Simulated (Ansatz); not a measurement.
Theory: Ansatz, DFT PBE, scalar-relativistic, plane waves, PAW. All cells share a 420 eV cutoff and Γ-centred k meshes spaced at most about 0.3 Å⁻¹ (about 0.25 or finer for metals, 2π included). No spin polarisation.

Temperature and zero-point effects are left out.

**Question.** Which of these relaxed structures of In₅Sb is the lowest in energy?
A.

Space group P6/mmm (No. 191). a = 6.096 Å, b = 6.096 Å, c = 5.620 Å, α = 90.00°, β = 90.00°, γ = 120.00°
```csv
atom,site,symmetry,x,y,z
In,2c,-6m2,0.3333,0.6667,0.0000
In,3g,mmm,0.5000,0.0000,0.5000
Sb,1a,6/mmm,0.0000,0.0000,0.0000
```

B.

Space group P-62m (No. 189). a = 5.890 Å, b = 5.890 Å, c = 5.557 Å, α = 90.00°, β = 90.00°, γ = 120.00°
| atom | site | symmetry | x | y | z |
| --- | --- | --- | --- | --- | --- |
| In | 3g | m2m | 0.0000 | 0.6686 | 0.5000 |
| In | 2c | -6.. | 0.6667 | 0.3333 | 0.0000 |
| Sb | 1a | -62m | 0.0000 | 0.0000 | 0.0000 |

C.

Space group F-43m (No. 216). a = 8.874 Å, b = 8.874 Å, c = 8.874 Å, α = 90.00°, β = 90.00°, γ = 90.00°
| atom | site | symmetry | x | y | z |
| --- | --- | --- | --- | --- | --- |
| In | 4b | -43m | 0.5000 | 0.0000 | 0.0000 |
| In | 16e | .3m | 0.3752 | 0.3752 | 0.1248 |
| Sb | 4d | -43m | 0.2500 | 0.2500 | 0.7500 |

**Answer.** B. The next of these, C, lies 121 meV/atom higher. Forms: B P-62m; C F-43m; A CaCu5 type, P6/mmm. Counting In atoms around Sb (those within 1.25 times the shortest such distance or 1.15 times the sum of covalent radii; a plus sign parts nearer from farther groups; the shortest distance is added where it is long for a bond): B has Sb 12 from 3.4 Å; C has Sb 16 from 3.7 Å; A has Sb 6+12 from 3.5 Å. All come from invented guesses.

Spin–orbit coupling, which can matter for Sb, is left out. Cells relaxed within their symmetry can be saddle points. Some types were kept out of the candidates beforehand, so the set may lack a known form.
